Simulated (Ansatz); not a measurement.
# HfSn2Se6: the cost of one run

Program: Ansatz 0.2.0. Level of theory: DFT PBE, scalar-relativistic, plane waves, PAW. These are calculated values, not measurements.

### 1 The structure to begin with

The structure is trigonal, space group P-31m (No. 162). The conventional cell has a = 6.624 Å, b = 6.624 Å, c = 6.456 Å, α = 90.00°, β = 90.00°, γ = 120.00°. Hf (site symmetry -3m) has 6 Se at 2.71 Å as nearest neighbours. Sn (site symmetry 32) is surrounded by 6 Se at 2.71 Å. Se (site symmetry m) has 1 Hf at 2.71 Å and 2 Sn at 2.71 Å as nearest neighbours.

Structure file:

```
CELL_PARAMETERS angstrom
6.62390 0.00000 0.00000
-3.31195 5.73646 0.00000
0.00000 0.00000 6.45618
ATOMIC_POSITIONS crystal
Hf 0.00000 0.00000 0.00000
Sn 0.66667 0.33333 0.00000
Sn 0.33333 0.66667 0.00000
Se 0.33333 0.33333 0.75710
Se 0.00000 0.66667 0.75710
Se 0.66667 0.00000 0.75710
Se 0.00000 0.33333 0.24290
Se 0.66667 0.66667 0.24290
Se 0.33333 0.00000 0.24290
```

The start is an ordering of an alloy on its end members' structure types: elements ordered on the sites of the SnSe2 type, Sn/Hf on Sn (P-31m, No. 162).

### 2 The guess as it stands, on a coarse mesh

File input.yaml:

```yaml
crystal:
  lattice:
    - [6.62389762, 0.0, 0.0]
    - [-3.31194881, 5.73646361, 0.0]
    - [0.0, 0.0, 6.45618437]
  atoms:
    - { symbol: Hf, position: [0.0, 0.0, 0.0] }
    - { symbol: Sn, position: [0.66666667, 0.33333333, 0.0] }
    - { symbol: Sn, position: [0.33333333, 0.66666667, 0.0] }
    - { symbol: Se, position: [0.33333333, 0.33333333, 0.75709885] }
    - { symbol: Se, position: [0.0, 0.66666667, 0.75709885] }
    - { symbol: Se, position: [0.66666667, 0.0, 0.75709885] }
    - { symbol: Se, position: [0.0, 0.33333333, 0.24290115] }
    - { symbol: Se, position: [0.66666667, 0.66666667, 0.24290115] }
    - { symbol: Se, position: [0.33333333, 0.0, 0.24290115] }
basis:
  ecutwfc: 420
kpoints:
  mp_grid: { grid: [3, 3, 4] }
hamiltonian:
  xc: pbe
scf:
  occupations: { method: gaussian, width: 0.1 }
  lower_state_search: "off"
output:
  forces: true
  stress: true
  eigenvalues: true
```

Command:

```sh
$ ansatz run input.yaml --threads 1 --pin off --max-ram 2560MiB --backend cpu --events-out ev --progress --plain --runs-dir out
```

**Question.** How long does this run take on 1 thread of Intel Xeon at 2.70GHz, shared host, and how much memory does it need?

About 13 s, with a peak of 0.63 GiB.
